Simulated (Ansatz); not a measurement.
# Contact densities of KF against volume

```
K F
1.0
     0.00000    2.67350    2.67350
     2.67350    0.00000    2.67350
     2.67350    2.67350    0.00000
K F
1 1
Direct
  0.00000 0.00000 0.00000
  0.50000 0.50000 0.50000
```

Atoms are numbered in the order listed.

The cell is COD entry 9008652, as deposited and not checked against the literature; nothing was relaxed.

Theory: DFT, PBEsol, all-electron PAW with datasets made for the crystal, scalar-relativistic in Ansatz 0.2.0.

Settings: a Γ-centred 9×9×9 k mesh, Fermi–Dirac smearing of 0.01 eV, cutoff 280 eV (chosen by the program for this cell), no spin polarisation.

The contact density is the mean electron density over the nuclear volume; its changes follow the s electrons' response to bonding and compression. Changes below are taken from the unscaled cell, where it is 34705.4 e/Å³ at K1, 3110.09 e/Å³ at F2.

Volumes at which the program chose other datasets or cutoffs are left out.

```json
{"V/V(cell)": "0.9400", "P (GPa)": "1.4", "Δρ(0) K1 (e/Å³)": "?", "Δρ(0) F2 (e/Å³)": "-0.08"}
{"V/V(cell)": "0.9600", "P (GPa)": "0.6", "Δρ(0) K1 (e/Å³)": "?", "Δρ(0) F2 (e/Å³)": "-0.05"}
{"V/V(cell)": "0.9800", "P (GPa)": "-0.1", "Δρ(0) K1 (e/Å³)": "0.06", "Δρ(0) F2 (e/Å³)": "-0.03"}
{"V/V(cell)": "0.9900", "P (GPa)": "-0.4", "Δρ(0) K1 (e/Å³)": "0.03", "Δρ(0) F2 (e/Å³)": "-0.01"}
{"V/V(cell)": "1.0000", "P (GPa)": "-0.7", "Δρ(0) K1 (e/Å³)": "0.00", "Δρ(0) F2 (e/Å³)": "0.00"}
```

**Question.** What belongs in the row "0.9600", column "Δρ(0) K1 (e/Å³)"?

**Answer.** 0.12.

**Question.** Fill in "Δρ(0) K1 (e/Å³)" for the row "0.9400".

**Answer.** 0.18.

The datasets are made afresh for each cell, so very small changes are uncertain.
